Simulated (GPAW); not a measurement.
# Nb (Fm-3m) in GPAW: single point with PBE

Aim: the single point of Nb with PBE.

Program: GPAW 26.7.0. These are calculated values, not measurements. Logs are shortened: lines on timing, memory, paths and dates and some standing lists are left out, and cuts for length are marked. The log counts tension as positive stress, the text compression.

## (1) The crystal as given

Symmetry: Fm-3m, No. 225, cubic system. Conventional cell: a = 4.230 Å, b = 4.230 Å, c = 4.230 Å, α = 90.00°, β = 90.00°, γ = 90.00°. Nb (site symmetry m-3m) has 12 Nb at 2.99 Å as nearest neighbours.

This isn't the form of Nb at room conditions, which is bcc.

## (2) Single point, PBE

File run.py:

```python
from ase.dft.bandgap import bandgap
from ase.io import write
from ase.spacegroup import crystal
from ase.units import GPa
from gpaw import GPAW, PW

# Nb 4a
atoms = crystal(['Nb'],
                basis=[[0.0, 0.0, 0.0]],
                spacegroup=225, setting=1,  # Fm-3m
                cellpar=[4.23, 4.23, 4.23, 90.0, 90.0, 90.0],
                primitive_cell=True)

calc = GPAW(mode=PW(250),
            xc='PBE',
            kpts={'size': (11, 11, 11), 'gamma': True},
            occupations={'name': 'fermi-dirac', 'width': 0.05},
            nbands=15,
            convergence={'density': 1e-05, 'energy': 1e-05},
            maxiter=60,
            txt='gpaw.txt')
atoms.calc = calc
energy = atoms.get_potential_energy()
forces = atoms.get_forces()
stress = atoms.get_stress()
calc.write('gs.gpw')
write('result.traj', atoms)
print(f'Energy: {energy:.6f} eV')
print('Forces (eV/A):')
print(forces.round(4))
print('Stress (GPa):', (stress / GPa).round(3))
print('Fermi level:', round(calc.get_fermi_level(), 4), 'eV')
print(f'Gap: {bandgap(calc)[0]:.4f} eV, direct: {bandgap(calc, direct=True)[0]:.4f} eV')
```

Potentials or basis: GPAW PAW data sets (gpaw-data 1.2.1), pw.

Started as:

```bash
> OMP_NUM_THREADS=1 python run.py
```

gpaw.txt:

```text
__  _  _
 | _ |_)|_||  |
 |__||  | ||/\| - 26.7.0

Input parameters:
  mode=PW(ecut=250.0),
  convergence={'density': 1e-05, 'energy': 1e-05},
  kpts=MonkhorstPack(size=(11, 11, 11), gamma=True),
  maxiter=60,
  nbands=15,
  occupations=Occupations(name='fermi-dirac', width=0.05),
  xc=XC(name='PBE')

Diagonalizing LCAO Hamiltonian
Converting LCAO to pw mode

       Nb

Atoms  # Å, Bohr magnetons
|   | symbol |        x |        y |        z |    initial magnetic moments |
|---|--------|----------|----------|----------|-----------------------------|
| 0 |     Nb | 0.000000 | 0.000000 | 0.000000 | ( 0.0000,  0.0000,  0.0000) |

Unit cell  # Å
| periodic |        x |        y |        z |  lengths |    angles |
|----------|----------|----------|----------|----------|-----------|
|      yes | 0.000000 | 2.115000 | 2.115000 | 2.991062 | 60.000000 |
|      yes | 2.115000 | 0.000000 | 2.115000 | 2.991062 | 60.000000 |
|      yes | 2.115000 | 2.115000 | 0.000000 | 2.991062 | 60.000000 |

Number of symmetries: 48
Symmetry operations  # r_c * U_cc + t_c -> r_c
|    | kind |            matrix            |
|----|------|------------------------------|
|  0 |  σ   |  1, 0, 0,  1, 0,-1,  1,-1, 0 |
|  1 |  C2  |  1, 0, 0,  1,-1, 0,  1, 0,-1 |
|  2 |  E   |  1, 0, 0,  0, 1, 0,  0, 0, 1 |
|  3 |  σ   |  1, 0, 0,  0, 0, 1,  0, 1, 0 |
|  4 |  C4  |  1, 0,-1,  1, 0, 0,  1,-1, 0 |
|  5 |  S6  |  1, 0,-1,  1,-1, 0,  1, 0, 0 |
|  6 |  σ   |  1, 0,-1,  0, 1,-1,  0, 0,-1 |
|  7 |  C3  |  1, 0,-1,  0, 0,-1,  0, 1,-1 |
|  8 |  S6  |  1,-1, 0,  1, 0, 0,  1, 0,-1 |
|  9 |  C4  |  1,-1, 0,  1, 0,-1,  1, 0, 0 |
| 10 |  C3  |  1,-1, 0,  0,-1, 1,  0,-1, 0 |
| 11 |  σ   |  1,-1, 0,  0,-1, 0,  0,-1, 1 |
| 12 |  σ   |  0, 1, 0,  1, 0, 0,  0, 0, 1 |
| 13 |  C4  |  0, 1, 0,  0, 1,-1, -1, 1, 0 |
| 14 |  C3  |  0, 1, 0,  0, 0, 1,  1, 0, 0 |
| 15 |  S6  |  0, 1, 0, -1, 1, 0,  0, 1,-1 |
| 16 |  C2  |  0, 1,-1,  1, 0,-1,  0, 0,-1 |
| 17 |  σ   |  0, 1,-1,  0, 1, 0, -1, 1, 0 |
| 18 |  S4  |  0, 1,-1,  0, 0,-1,  1, 0,-1 |
| 19 |  C4  |  0, 1,-1, -1, 1, 0,  0, 1, 0 |
| 20 |  C3  |  0, 0, 1,  1, 0, 0,  0, 1, 0 |
| 21 |  σ   |  0, 0, 1,  0, 1, 0,  1, 0, 0 |
| 22 |  S6  |  0, 0, 1,  0,-1, 1, -1, 0, 1 |
| 23 |  C4  |  0, 0, 1, -1, 0, 1,  0,-1, 1 |
| 24 |  S4  |  0, 0,-1,  1, 0,-1,  0, 1,-1 |
| 25 |  C3  |  0, 0,-1,  0, 1,-1,  1, 0,-1 |
| 26 |  C2  |  0, 0,-1,  0,-1, 0, -1, 0, 0 |
| 27 |  S6  |  0, 0,-1, -1, 0, 0,  0,-1, 0 |
| 28 |  S4  |  0,-1, 1,  1,-1, 0,  0,-1, 0 |
| 29 |  C4  |  0,-1, 1,  0, 0, 1, -1, 0, 1 |
| 30 |  C2  |  0,-1, 1,  0,-1, 0,  1,-1, 0 |
| 31 |  σ   |  0,-1, 1, -1, 0, 1,  0, 0, 1 |
| 32 |  C3  |  0,-1, 0,  1,-1, 0,  0,-1, 1 |
| 33 |  S6  |  0,-1, 0,  0, 0,-1, -1, 0, 0 |
| 34 |  S4  |  0,-1, 0,  0,-1, 1,  1,-1, 0 |
| 35 |  C2  |  0,-1, 0, -1, 0, 0,  0, 0,-1 |
| 36 |  C2  | -1, 1, 0,  0, 1, 0,  0, 1,-1 |
| 37 |  S6  | -1, 1, 0,  0, 1,-1,  0, 1, 0 |
| 38 |  S4  | -1, 1, 0, -1, 0, 1, -1, 0, 0 |
| 39 |  C3  | -1, 1, 0, -1, 0, 0, -1, 0, 1 |
| 40 |  S6  | -1, 0, 1,  0, 0, 1,  0,-1, 1 |
| 41 |  C2  | -1, 0, 1,  0,-1, 1,  0, 0, 1 |
| 42 |  C3  | -1, 0, 1, -1, 1, 0, -1, 0, 0 |
| 43 |  S4  | -1, 0, 1, -1, 0, 0, -1, 1, 0 |
| 44 |  C2  | -1, 0, 0,  0, 0,-1,  0,-1, 0 |
| 45 |  i   | -1, 0, 0,  0,-1, 0,  0, 0,-1 |
| 46 |  σ   | -1, 0, 0, -1, 1, 0, -1, 0, 1 |
| 47 |  C2  | -1, 0, 0, -1, 0, 1, -1, 1, 0 |

BZ-sampling:
  Number of BZ points: 1331
  Number of IBZ points: 56

  Monkhorst-Pack size: [11, 11, 11]
  Monkhorst-Pack shift: [0, 0, 0]

K-points  # in reciprocal-cell coordinates
|     |                                coordinates |     weight |
|-----|--------------------------------------------|------------|
|   0 | (  0.00000000,   0.00000000,   0.00000000) | 0.00075131 |
|   1 | (  0.09090909,   0.09090909,   0.00000000) | 0.00450789 |
|   2 | (  0.09090909,   0.09090909,   0.09090909) | 0.00601052 |
|   3 | (  0.18181818,   0.09090909,   0.09090909) | 0.00901578 |
|   4 | (  0.18181818,   0.18181818,   0.00000000) | 0.00450789 |
|   5 | (  0.18181818,   0.18181818,   0.09090909) | 0.01803156 |
|   6 | (  0.18181818,   0.18181818,   0.18181818) | 0.00601052 |
|   7 | (  0.27272727,   0.18181818,   0.09090909) | 0.01803156 |
|   8 | (  0.27272727,   0.18181818,   0.18181818) | 0.01803156 |
|   9 | (  0.27272727,   0.27272727,   0.00000000) | 0.00450789 |
| ... |                                            |            |
|  55 | (  0.45454545,   0.45454545,   0.45454545) | 0.00601052 |

Plane wave coefficients: 178
Cutoff: 250.0 eV

Spin-components: 1 (collinear spins)
Bands:           15
Projectors:      6
Spin-degeneracy: 2
Datatype:        complex128

Parallelization:
  kpt:    1
  domain: 1
  band:   1

Density:
  Valence electrons: 13.0
  Components: 1
  Grid points: [12 12 12]
  Charge: 0.0  # |e|

Potential:
  Grid points: [12 12 12]

species:
  Nb:
    name:    Niobium
    Z:       41.0
    valence: 13
    core:    28
    charge:  0.0  # [|e|]
    compensation charges:
      type: gauss
      rc: 0.40  # [Å]
      lmax: 2
    cutoffs:
      filter: 2.35  # [Å]
      core: 1.51  # [Å]
    projectors
    | kind |    occ | energy [eV] | rcut [Å] |
    |------|--------|-------------|----------|
    |   4s |  2.000 |     -58.361 |    1.323 |
    |   5s |  1.000 |      -3.980 |    1.323 |
    |   4p |  6.000 |     -34.526 |    1.323 |
    |   5p |  0.000 |      -1.111 |    1.323 |
    |   4d |  4.000 |      -3.041 |    1.244 |
    |    d |        |      24.171 |    1.244 |

    Using partial waves for Nb as LCAO basis

Reference energy: -103906.147789  # eV

eigensolver:
  PPCG
  Converge bands: occupied
  niter=2

density mixing:
  MSR1-Mixer
  Pratt-step length: 0.05
  Maximum mixing coefficient: 0.75
  Old densities: 10
  SVD Regularization: 0.005
  Good broyden scale: 1.0
  Trust region scale: 1.0
  Backstep threshold: 4.0
  History deletion threshold: 6.0
  Fourier metric: weight=20.0, sigma=0.015

occupation numbers:
  Fermi-Dirac:
    width: 0.0500  # eV

poisson solver:
  ecut: 2000.0  # eV

xc functional:
  name: PBE with 2 nearest neighbor stencil

convergence criteria:
- Maximum integral of absolute [dens]ity change: 1e-05 electrons / valence electron
- Maximum [total energy] change in last 3 cyles: 1e-05 eV / valence electron
- Maximum integral of absolute [eigenst]ate change: 4e-08 eV^2 / valence electron
maximum number of iterations: 60

SCF iterations
|iter     | |      energy | eigst |  dens |
|---------|-|-------------|-------|-------|
|iter:   1| |  -10.484605 | -0.38 |       |
|iter:   2| |  -10.369390 | -3.00 | -0.99 |
|iter:   3| |   -9.814953 | -1.77 | -1.02 |
|iter:   4| |   -9.812369 | -3.77 | -1.76 |
|iter:   5| |   -9.812205 | -4.64 | -2.13 |
|iter:   6| |   -9.812206 | -6.87 | -3.82 |
|iter:   7| |   -9.812207c| -8.23c| -4.20 |
|iter:   8| |   -9.812207c| -8.98c| -5.43c|

Converged in 8 steps
Energy contributions relative to reference atoms: (reference = -103906.147789)

Energy contributions:
  Kinetic:           0.665091
  Coulomb:          -5.484682
  Zero:              0.113220
  External:          0.000000
  Xc:               -5.099944
  Entropy:          -0.011782
  Spinorbit:         0.000000
  ----------------------------
  Free energy:      -9.818098
  Extrapolated:     -9.812207

dipole moment: (-15.466549, -15.466549, -15.466549)  # |e|*Ang

Fermi level: 11.055
Eigenvalues  # (at kpt = [0.000, 0.000, 0.000])
| band index |      eig [eV] | occ [0-2] |
|------------|---------------|-----------|
|          0 |       -43.775 |     2.000 |
|          1 |       -19.226 |     2.000 |
|          2 |       -19.226 |     2.000 |
|          3 |       -19.226 |     2.000 |
|          4 |         4.858 |     2.000 |
|          5 |        11.149 |     0.264 |
|          6 |        11.149 |     0.264 |
|          7 |        11.149 |     0.264 |
|          8 |        13.717 |     0.000 |
|          9 |        13.717 |     0.000 |
|         10 |        22.970 |     0.000 |
|         11 |        27.808 |     0.000 |
|         12 |        27.808 |     0.000 |
|        ... |               |           |
|         14 |        31.958 |     0.000 |

No gap
No difference between direct/indirect transitions

Forces  # eV/Ang
|        x |        y |       z |
|----------|----------|---------|
| -0.00000 | -0.00000 | 0.00000 |  # Nb   0

Stress tensor  # eV/Ang^3
|        x |         y |         z |
|----------|-----------|-----------|
| 0.049111 |  0.000000 |  0.000000 |
| 0.000000 |  0.049111 | -0.000000 |
| 0.000000 | -0.000000 |  0.049111 |

# Writing to gs.gpw (mode='')
```

Wall time 6.3 s (1 thread of Intel Xeon Platinum 8259CL at 2.50GHz (Skylake/Cascade Lake), shared host); peak memory 0.12 GiB.

The run converged, but some of its settings lie outside the range that counts as converged, so its numbers aren't taken as properties of the crystal.

Results:

```
Free energy            : -9.8181 eV
Pressure               : -7.9 GPa
Band gap on the k mesh : none (metal or under the smearing width)
```

Caveat: the cutoff is short for stress and forces, so pressures can be off by a GPa or more.
